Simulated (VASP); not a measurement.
Input of a VASP 6.6.1 run:

The input INCAR:

```
ALGO = Fast ; EDIFF = 1E-6
ENCUT = 520 ; GGA = PE
ISIF = 2 ; ISMEAR = -1
LASPH = T ; LCHARG = T
LELF = T ; LREAL = F
LVHAR = T ; LWAVE = F
NBANDS = 12 ; NELM = 100
PREC = Accurate ; SIGMA = 0.05
```

The input KPOINTS:

```
k-points
0
Gamma
  10 10 10
```

POSCAR

```
Sc
1.0
    0.0000000000      2.3043249787      2.3043249787
    2.3043249787      0.0000000000      2.3043249787
    2.3043249787      2.3043249787      0.0000000000
Sc
1
Direct
    0.0000000000      0.0000000000      0.0000000000
```

Potentials or basis: VASP PAW PBE potentials, release 64 (Sc_sv).

Command:

```sh
$ cat potpaw_PBE.64/Sc_sv/POTCAR > POTCAR
$ mpirun -np 1 vasp_std > vasp.out
```

**Question.** Predict the band gap on the k mesh.

**Answer.** None (metal or under the smearing width).

**Question.** What does it give for the pressure?

**Answer.** 0.4 GPa.
